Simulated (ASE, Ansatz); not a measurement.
## Twisted 1T-TiS2 bilayer, 87.80° (78 atoms): support functions against a reference

Aim: test how closely localised support functions follow the reference on twisted 1T-TiS2 bilayer, 87.80° (78 atoms), and at what cost. A setting counts as converged where the r.m.s. difference of forces stays under 1 % of the r.m.s. force.

Program: Ansatz 0.2.0. Level of theory: Kohn-Sham DFT, PBEsol, PAW (set soft_2), plane waves. Results are calculated unless marked as measured.

## 1. Set-up

The cell holds 78 atoms: 26 Ti and 52 S. Its edges and angles: a = 12.295 Å, b = 12.295 Å, c = 20.860 Å, α = 90.0°, β = 90.0°, γ = 120.0°. It derives from TiS2 (1T-TiS2). 1T-TiS2 (a = 3.41 Å) under 1T-TiS2 (a = 3.41 Å), bilayer, commensurate cell of 13 unit cells a layer, twist 87.80 deg; facing planes 3.14 Å apart; 12 Å of vacuum; layers as built, displaced by a Gaussian of 0.01 Å. Regions: layer 1, 39 atoms (13 Ti and 26 S); layer 2, 39 atoms (13 Ti and 26 S). Vacuum lies along c.

Limits known from the start: The functional has no dispersion term, which matters for the binding between molecules or layers. Beside vacuum, support functions can miss their usual error bounds without a warning. The main run has no spin polarisation, so moments on Ti can't form in it, and no Hubbard term. The Brillouin zone is sampled at Γ only, in a cell whose shortest periodic width is 11 Å.

## 2. Plane-wave single point

The first run fixes the reference, at a cutoff of 420 eV.

Input file input.yaml:

```yaml
crystal:
  lattice:
    - [12.2949, 0.0, 0.0]
    - [-6.14745, 10.6477, 0.0]
    - [0.0, 0.0, 20.86]
  atoms:
    - { symbol: Ti, position: [0.99845, 0.99989, 0.35577] }
    - { symbol: S, position: [0.12743, 0.17756, 0.4247] }
    - { symbol: S, position: [0.18124, 0.05307, 0.28765] }
    - { symbol: Ti, position: [0.07539, 0.30876, 0.35571] }
    - { symbol: S, position: [0.20412, 0.486, 0.42478] }
    - { symbol: S, position: [0.25526, 0.35942, 0.28787] }
    - { symbol: Ti, position: [0.1536, 0.61574, 0.35657] }
    - { symbol: S, position: [0.28196, 0.79512, 0.42485] }
    - { symbol: S, position: [0.33167, 0.66662, 0.28765] }
    - { symbol: Ti, position: [0.23142, 0.92468, 0.35631] }
    - { symbol: S, position: [0.35808, 0.10212, 0.42472] }
    - { symbol: S, position: [0.41054, 0.97529, 0.28666] }
    - { symbol: Ti, position: [0.30857, 0.23031, 0.35637] }
    - { symbol: S, position: [0.43551, 0.41058, 0.42405] }
    - { symbol: S, position: [0.48834, 0.28327, 0.28741] }
    - { symbol: Ti, position: [0.38415, 0.5371, 0.35602] }
    - { symbol: S, position: [0.51428, 0.71852, 0.42499] }
    - { symbol: S, position: [0.56428, 0.58871, 0.28728] }
    - { symbol: Ti, position: [0.46058, 0.84534, 0.35711] }
    - { symbol: S, position: [0.58853, 0.02527, 0.42485] }
    - { symbol: S, position: [0.63986, 0.89538, 0.28742] }
    - { symbol: Ti, position: [0.53811, 0.15452, 0.3556] }
    - { symbol: S, position: [0.66729, 0.33257, 0.42555] }
    - { symbol: S, position: [0.71774, 0.20498, 0.28715] }
    - { symbol: Ti, position: [0.61666, 0.46186, 0.35593] }
    - { symbol: S, position: [0.74243, 0.64096, 0.42463] }
    - { symbol: S, position: [0.79525, 0.5134, 0.28761] }
    - { symbol: Ti, position: [0.69209, 0.76916, 0.35619] }
    - { symbol: S, position: [0.81995, 0.94831, 0.42442] }
    - { symbol: S, position: [0.87221, 0.82215, 0.28704] }
    - { symbol: Ti, position: [0.76803, 0.07627, 0.35664] }
    - { symbol: S, position: [0.89646, 0.25797, 0.42425] }
    - { symbol: S, position: [0.94819, 0.12886, 0.28779] }
    - { symbol: Ti, position: [0.84548, 0.38566, 0.35608] }
    - { symbol: S, position: [0.97534, 0.56511, 0.42406] }
    - { symbol: S, position: [0.02529, 0.43564, 0.28718] }
    - { symbol: Ti, position: [0.92343, 0.69371, 0.35562] }
    - { symbol: S, position: [0.05184, 0.87212, 0.42485] }
    - { symbol: S, position: [0.10197, 0.74345, 0.28782] }
    - { symbol: Ti, position: [0.94419, 0.79734, 0.64439] }
    - { symbol: S, position: [0.12307, 0.92699, 0.71222] }
    - { symbol: S, position: [0.07219, 0.74525, 0.5749] }
    - { symbol: Ti, position: [0.01948, 0.56764, 0.64386] }
    - { symbol: S, position: [0.20134, 0.69654, 0.71242] }
    - { symbol: S, position: [0.14926, 0.51753, 0.57537] }
    - { symbol: Ti, position: [0.25103, 0.87418, 0.64388] }
    - { symbol: S, position: [0.43279, 0.00467, 0.71263] }
    - { symbol: S, position: [0.37931, 0.8228, 0.5754] }
    - { symbol: Ti, position: [0.86834, 0.02859, 0.64428] }
    - { symbol: S, position: [0.04609, 0.15729, 0.71262] }
    - { symbol: S, position: [0.9942, 0.97757, 0.57487] }
    - { symbol: Ti, position: [0.09715, 0.33657, 0.64428] }
    - { symbol: S, position: [0.27822, 0.46451, 0.71183] }
    - { symbol: S, position: [0.22716, 0.28593, 0.57497] }
    - { symbol: Ti, position: [0.32703, 0.64411, 0.64411] }
    - { symbol: S, position: [0.5083, 0.77134, 0.71238] }
    - { symbol: S, position: [0.45686, 0.59427, 0.57484] }
    - { symbol: Ti, position: [0.55944, 0.95203, 0.64387] }
    - { symbol: S, position: [0.738, 0.08039, 0.71352] }
    - { symbol: S, position: [0.68704, 0.89968, 0.57561] }
    - { symbol: Ti, position: [0.1751, 0.10636, 0.64391] }
    - { symbol: S, position: [0.35437, 0.23404, 0.71193] }
    - { symbol: S, position: [0.30385, 0.05559, 0.57515] }
    - { symbol: Ti, position: [0.40421, 0.41411, 0.64349] }
    - { symbol: S, position: [0.58572, 0.54141, 0.7129] }
    - { symbol: S, position: [0.53374, 0.36302, 0.57514] }
    - { symbol: Ti, position: [0.63575, 0.72125, 0.64416] }
    - { symbol: S, position: [0.8154, 0.84972, 0.71236] }
    - { symbol: S, position: [0.76308, 0.66895, 0.57526] }
    - { symbol: Ti, position: [0.48319, 0.18268, 0.6435] }
    - { symbol: S, position: [0.66231, 0.30985, 0.71243] }
    - { symbol: S, position: [0.61071, 0.13097, 0.57536] }
    - { symbol: Ti, position: [0.71199, 0.48992, 0.64362] }
    - { symbol: S, position: [0.89321, 0.61918, 0.71252] }
    - { symbol: S, position: [0.84252, 0.43946, 0.57565] }
    - { symbol: Ti, position: [0.78981, 0.26069, 0.64325] }
    - { symbol: S, position: [0.96978, 0.38707, 0.71272] }
    - { symbol: S, position: [0.91801, 0.20879, 0.57434] }
kpoints:
  mp_grid: { grid: [1, 1, 1] }
hamiltonian:
  xc: pbesol
scf:
  occupations: { method: fermi_dirac, width: 0.05 }
output:
  forces: true
  populations: true
  dos:
    method: { smearing: { sigma: 0.15 } }
    de: 0.1
    projected:
      site_lists:
        S: [S]
        Ti: [Ti]
        layer_1: [0, 1, 2, 3, 4, 5, 6, 7, 8, 9, 10, 11, 12, 13, 14, 15, 16, 17, 18, 19, 20, 21, 22, 23, 24, 25, 26, 27, 28, 29, 30, 31, 32, 33, 34, 35, 36, 37, 38]
        layer_2: [39, 40, 41, 42, 43, 44, 45, 46, 47, 48, 49, 50, 51, 52, 53, 54, 55, 56, 57, 58, 59, 60, 61, 62, 63, 64, 65, 66, 67, 68, 69, 70, 71, 72, 73, 74, 75, 76, 77]
  eigenvalues: true
```

Run with:

```bash
> ansatz run input.yaml --threads 32 --pin off --max-ram 143360MiB --backend cuda --events-out ev --progress --plain --runs-dir out
```

Numbers of over 12 decimals in the logs are rounded to 6 here.

The log of the run:

```text
Engine: ansatz 0.2.0, aarch64-unknown-linux-gnu
Pseudopotentials: kind: paw
Pseudopotential: Ti, paw, valence charge 12, recommended cutoff 420 eV (normal), Ti.paw.azcp
Pseudopotential: S, paw, valence charge 6, recommended cutoff 420 eV (normal), S.paw.azcp
[... 3 lines on functional and potentials left out ...]
device memory: the entry about to start is reckoned to put 6.0 GiB on a device that reports 182.5 GiB free
GPU FFT provider: cuFFT
GPU libraries: cuBLAS 13.8.1, cuFFT 12.4.0, cuSOLVER 12.3.2
GPU matrix products: emulated (plane waves: as basis.precision tells), large ones in fixed point in workspaces of 1.00 GiB
Crystal: 78 atoms, lattice volume = 2730.833 Å³
Basis set: ecut = 420 eV, 53451 PW (Γ), exchange–correlation on 180×180×288 points (8 copies of the dense FFT grid, shifted against one another)
Bands: 390, of which v1, the nominal top of the filled ones, is band 312 counted from 1 (311 counted from 0)
Symmetry: 1 space group operations
Space group: P1 (ITA 1), of the structure as read, at distance tolerance 1.4e-4 Å
k-points: 1
[... 7 lines on functional and potentials left out ...]
Initial density: superposition of atomic densities (neutral atoms: chi_scale 0, normalization atom), corrected by the library's trained network
Initial wavefunctions: pseudopotential atomic-orbital guess
GPU buffer pool allocated for 1166400 grid points (all kernels)
GPU transforms: local potential and band sums: pruned to the plane-wave sphere, on 81×81×144
Functional: x = pbesol(κ = 0.804, μ = 0.123457), c = pbesol(β = 0.046)
SCF iter   1: F=—  HF=-110437.928354 eV  |F-HF|=—  |Δ(HF+E_count)|=         —  Δρ=4.57e-3  dr2=6.83e-1  ethr=1.77e-3  ⟨swp⟩=6.0  Hψ=1617  notcnv=0
preconditioner: auto → LDOS  [insulator: Δε(μ)=0.372 eV  Ē_g=6.422 eV  σ=0.050 eV  W_gap=0.95  n_scr=428 (ndim 8)  ℏωp=14.5 eV  f_vac=0.422  D(μ)=9.94/eV (n_scr^D=22)  ε∞_Penn≈6.1  β→1.0]
SCF iter   2: F=—  HF=-110437.877780 eV  |F-HF|=—  |Δ(HF+E_count)|=   5.06e-2  Δρ=3.53e-3  dr2=5.09e-1  ethr=1.09e-4  ⟨swp⟩=3.0  Hψ=845  notcnv=0
SCF iter   3: F=—  HF=-110437.819415 eV  |F-HF|=—  |Δ(HF+E_count)|=   5.84e-2  Δρ=6.21e-4  dr2=2.26e-2  ethr=8.16e-5  ⟨swp⟩=2.0  Hψ=609  notcnv=0
SCF iter   4: F=—  HF=-110437.820229 eV  |F-HF|=—  |Δ(HF+E_count)|=   8.14e-4  Δρ=1.69e-4  dr2=9.03e-4  ethr=3.62e-6  ⟨swp⟩=2.0  Hψ=598  notcnv=0
SCF iter   5: F=—  HF=-110437.814699 eV  |F-HF|=—  |Δ(HF+E_count)|=   5.53e-3  Δρ=4.05e-5  dr2=1.07e-4  ethr=1.45e-7  ⟨swp⟩=3.0  Hψ=908  notcnv=0
SCF iter   6: F=—  HF=-110437.814689 eV  |F-HF|=—  |Δ(HF+E_count)|=   9.96e-6  Δρ=1.12e-5  dr2=7.45e-6  ethr=1.71e-8  ⟨swp⟩=2.0  Hψ=546  notcnv=0
SCF iter   7: F=—  HF=-110437.818025 eV  |F-HF|=—  |Δ(HF+E_count)|=   3.34e-3  Δρ=3.38e-6  dr2=1.18e-6  ethr=1.19e-9  ⟨swp⟩=3.0  Hψ=682  notcnv=0
SCF iter   8: F=—  HF=-110437.818025 eV  |F-HF|=—  |Δ(HF+E_count)|=   2.68e-7  Δρ=1.55e-6  dr2=2.94e-7  ethr=1.89e-10  ⟨swp⟩=2.0  Hψ=546  notcnv=0
SCF iter   9: F=-110437.818025 eV  HF=-110437.818025 eV  |F-HF|=6.20e-9  |Δ(HF+E_count)|=   4.39e-8  Δρ=5.61e-7  dr2=2.84e-8  ethr=1.60e-11  ⟨swp⟩=5.0  Hψ=1243  notcnv=0
SCF 1 converged in 9 iterations: F = -110437.818025 eV  dr2 = 2.84e-8
  greatest PAW one-centre occupation: 0.999 electrons in one spin orbital (limit 2), on the Ti atom at site 0 (counted from 0), in its partial waves of l = 0
SCF converged after 9 iterations
Free energy (F): -110437.818025 eV
Harris-Foulkes:  -110437.818025 eV  (|F-HF|=6.20e-9)
Internal energy: -110437.627474 eV  (E = F + TS)
E sigma→0 (E₀):  -110437.722749 eV
Entropy (-TS):   -0.190551 eV (-2.443 meV/atom)
Fermi energy:    1.790999 eV
--- Per-component energies (eV) ---
  E_band       = -9431.991462
  E_kinetic    = 12572.058599
  E_local      = -247386.514308  (includes V_loc(G=0)·N_el)
  E_nonlocal   = 1667.507276
  E_hartree    = 118022.148803
  E_xc         = -7514.624464
  E_vxc        = -7703.611426  (∫ρ·V_xc dr)
  E_paw        = -56920.329807  (= ΣΔE_a)
  E_vpaw       = -4625.728411  (= ΣTr[D̂ρ^β])
  E_aug_tail   = 0.003368  (compensation charges beyond the density's cutoff)
  E_ewald      = 69115.277703
  E_core_change = 6.845356  (= ΣΔE_core)
  E_smearing   = -0.190551  (= −TS)
  E_closure    = 0.000000  (closes the sum)
  Σ components = -110437.818025   (vs F -110437.818025, Δ=0.00e0)
--- Forces (eV/Å), atoms counted from 1 ---
[... 78 lines of forces left out ...]
  max |Σ_I F_I| component: 4.58e-5 eV/Å
--- Band table (eV) ---
[... left out ...]
--- Löwdin populations: 78 sites ---
  site symbol       q [e]
[... 78 lines, one an atom, left out ...]
  spilling = 0.006722 (of n_electrons = 624.000000)
```

Elapsed: 2.3 s, on 1 × NVIDIA GB200 with 32 threads of Arm Neoverse V2, shared host; peak memory 1.6 GiB.

In the SCF lines HF is the Harris–Foulkes energy and dr2 the Hartree energy of the density residual, in eV; the loop may stop once dr2 is under the threshold and the program's other checks hold. Hψ counts applications of the Hamiltonian.

That memory is the host's; the program planned up to 6 GiB on the GPU. Forces of this run were stored rounded, and per-atom blocks of the log weren't kept.

The run gave:

```
free energy                                      : -110437.8180 eV
free energy per atom                             : -1415.8695 eV/atom
SCF cycles                                       : 9
r.m.s. force component                           : 0.1817 eV/Å
longest force                                    : 0.5997 eV/Å
Fermi energy                                     : 1.791 eV
spacing of highest filled and lowest empty level : 0.3207 eV
levels partly filled by over 2 per cent          : 9
spilling of the projection                       : 0.006722
```

Length of the force by element:

| element | coordination | atoms | mean length of the force (eV/Å) | spread | least | most |
| --- | --- | --- | --- | --- | --- | --- |
| S | all | 52 | 0.357 | 0.0851 | 0.186 | 0.600 |
| Ti | all | 26 | 0.152 | 0.0686 | 0.0346 | 0.352 |

Löwdin charges by element (they lack the spilled electrons, 0.054 e an atom on average):

| element | coordination | atoms | mean charge (e) | spread | least | most |
| --- | --- | --- | --- | --- | --- | --- |
| S | all | 52 | -0.309 | 0.0053 | -0.323 | -0.292 |
| Ti | all | 26 | 0.779 | 0.0027 | 0.774 | 0.783 |

By region:

| region | atoms | mean length of the force (eV/Å) |
| --- | --- | --- |
| layer 1 | 39 | 0.279 |
| layer 2 | 39 | 0.298 |

States in the cell by windows of 0.5 eV, zero at the Fermi level; some projections on atomic orbitals stand beside the total:

| from (eV) | to (eV) | total | S p | layer 2 | layer 1 | Ti d |
| --- | --- | --- | --- | --- | --- | --- |
| -10 | -5.5 | 0.0 | 0.0 | 0.0 | 0.0 | 0.0 |
| -5.5 | -5 | 21.9 | 14.9 | 10.8 | 10.8 | 3.9 |
| -5 | -4.5 | 10.0 | 7.0 | 4.9 | 4.9 | 1.9 |
| -4.5 | -4 | 51.0 | 39.2 | 25.1 | 25.1 | 8.7 |
| -4 | -3.5 | 20.4 | 13.9 | 10.1 | 10.0 | 3.5 |
| -3.5 | -3 | 48.6 | 32.6 | 24.1 | 24.0 | 14.0 |
| -3 | -2.5 | 63.3 | 41.0 | 31.2 | 31.3 | 20.1 |
| -2.5 | -2 | 31.2 | 25.9 | 15.4 | 15.4 | 3.5 |
| -2 | -1.5 | 33.7 | 25.6 | 16.6 | 16.6 | 6.9 |
| -1.5 | -1 | 20.8 | 19.1 | 10.3 | 10.3 | 1.1 |
| -1 | -0.5 | 3.2 | 2.9 | 1.6 | 1.6 | 0.2 |
| -0.5 | 0 | 7.5 | 6.9 | 3.7 | 3.7 | 0.4 |
| 0 | 0.5 | 47.9 | 8.3 | 23.5 | 23.5 | 37.9 |
| 0.5 | 1 | 12.8 | 2.9 | 6.2 | 6.3 | 9.5 |

Between -26 and -10 eV lie 104 more states.

The stored curve holds about 416 of the 624 electrons; the rest, give or take the few that broadening carries across the Fermi level, lie in deeper levels below its range.

Not all projections were asked for or kept, so they needn't add up to the total.

The levels nearest the highest filled one (over half full), pooled over k-points and spins:

| level less the highest filled one (eV) | occupation |
| --- | --- |
| -0.921 | 2 |
| -0.909 | 2 |
| -0.0089 | 1.91 |
| -0.0046 | 1.90 |
| -0.001 | 1.89 |
| 0 | 1.89 |
| 0.321 | 0.053 |
| 0.323 | 0.051 |
| 0.327 | 0.047 |
| 0.33 | 0.045 |
| 0.335 | 0.041 |
| 0.338 | 0.038 |

Mean Löwdin charges: S -0.31, Ti +0.78 e (they miss 0.67 % of the electrons, so they add up to more than the cell's charge). Just under the Fermi level the largest share is S p (94 % of the projected weight), just over it Ti d (82 % of the projected weight).

## 3. Local order

These statistics describe the geometry on which the runs were made.

Normalised to the volume that the atoms fill. g(r), total and by pair (bins of 0.2 Å):

| r (Å) | total | S-S | S-Ti | Ti-Ti |
| --- | --- | --- | --- | --- |
| 2.40 | 4.92 | 0.00 | 11.10 | 0.00 |
| 2.60 | 0.00 | 0.00 | 0.00 | 0.00 |
| 2.80 | 0.00 | 0.00 | 0.00 | 0.00 |
| 3.00 | 0.00 | 0.00 | 0.00 | 0.00 |
| 3.20 | 0.07 | 0.16 | 0.00 | 0.00 |
| 3.40 | 5.01 | 8.44 | 0.00 | 11.26 |
| 3.60 | 0.13 | 0.30 | 0.00 | 0.00 |
| 3.80 | 0.08 | 0.17 | 0.00 | 0.00 |
| 4.00 | 0.07 | 0.16 | 0.00 | 0.00 |
| 4.20 | 1.72 | 0.15 | 3.75 | 0.00 |
| 4.40 | 0.09 | 0.20 | 0.00 | 0.00 |
| 4.60 | 0.13 | 0.14 | 0.16 | 0.00 |
| 4.80 | 0.83 | 1.53 | 0.33 | 0.00 |
| 5.00 | 0.16 | 0.12 | 0.25 | 0.00 |
| 5.20 | 0.18 | 0.14 | 0.26 | 0.00 |
| 5.40 | 2.17 | 0.13 | 4.77 | 0.00 |
| 5.60 | 0.15 | 0.13 | 0.21 | 0.00 |
| 5.80 | 0.62 | 0.79 | 0.25 | 1.41 |
| 6.00 | 1.83 | 3.27 | 0.20 | 2.58 |
| 6.20 | 0.30 | 0.34 | 0.24 | 0.39 |
| 6.40 | 0.29 | 0.31 | 0.23 | 0.45 |
| 6.60 | 0.27 | 0.30 | 0.19 | 0.42 |
| 6.80 | 1.22 | 1.73 | 0.23 | 3.18 |
| 7.00 | 0.25 | 0.30 | 0.17 | 0.41 |
| 7.20 | 1.38 | 0.29 | 2.71 | 0.39 |
| 7.40 | 0.25 | 0.24 | 0.23 | 0.37 |
| 7.60 | 0.82 | 1.40 | 0.35 | 0.38 |
| 7.80 | 0.32 | 0.27 | 0.37 | 0.30 |

Bonds by pair of elements; cutoffs follow the first minimum of g(r), held within bounds set by covalent radii, and pairs that aren't listed don't count as bonded:

| pair A-B | cutoff (Å) | bonds | mean length (Å) | spread (Å) | shortest (Å) | B about A | A about B |
| --- | --- | --- | --- | --- | --- | --- | --- |
| S-Ti | 3.1 | 156 | 2.44 | 0.013 | 2.40 | 3 | 6 |

How many atoms have how many bonded neighbours:

| element | mean | 3 | 6 |
| --- | --- | --- | --- |
| S | 3 | 52 | 0 |
| Ti | 6 | 0 | 26 |

Bond angles, per cent of each kind in bins of 5°:

| angle (°) | S-Ti-S | Ti-S-Ti |
| --- | --- | --- |
| 85–90 | 40.0 | 100.0 |
| 90–95 | 40.0 | 0.0 |
| 95–100 | 0.0 | 0.0 |
| 100–105 | 0.0 | 0.0 |
| 105–110 | 0.0 | 0.0 |
| 110–115 | 0.0 | 0.0 |
| 115–120 | 0.0 | 0.0 |
| 120–125 | 0.0 | 0.0 |
| 125–130 | 0.0 | 0.0 |
| 130–135 | 0.0 | 0.0 |
| 135–140 | 0.0 | 0.0 |
| 140–145 | 0.0 | 0.0 |
| 145–150 | 0.0 | 0.0 |
| 150–155 | 0.0 | 0.0 |
| 155–160 | 0.0 | 0.0 |
| 160–165 | 0.0 | 0.0 |
| 165–170 | 0.0 | 0.0 |
| 170–175 | 0.0 | 0.0 |
| 175–180 | 20.0 | 0.0 |

Bond angles (no mean is given where the spread exceeds 20°):

| angle | count | mean (°) | spread (°) |
| --- | --- | --- | --- |
| S-Ti-S | 390 | - | - |
| Ti-S-Ti | 156 | 88.9 | 0.4 |

With the cutoffs above, all S atoms have 3 and all Ti atoms have 6 bonded neighbours.

[end of part 1 of 2]

[Logs are printed without paths, hosts, clocks, repeated set-up lines and the standing remarks that a program may print on its own settings, such as how far it seeks lower states.]

[Hosts, paths, dates, database ids (printed as entryN), source tags and the programs' standing remarks are cut or masked in the printed files.]
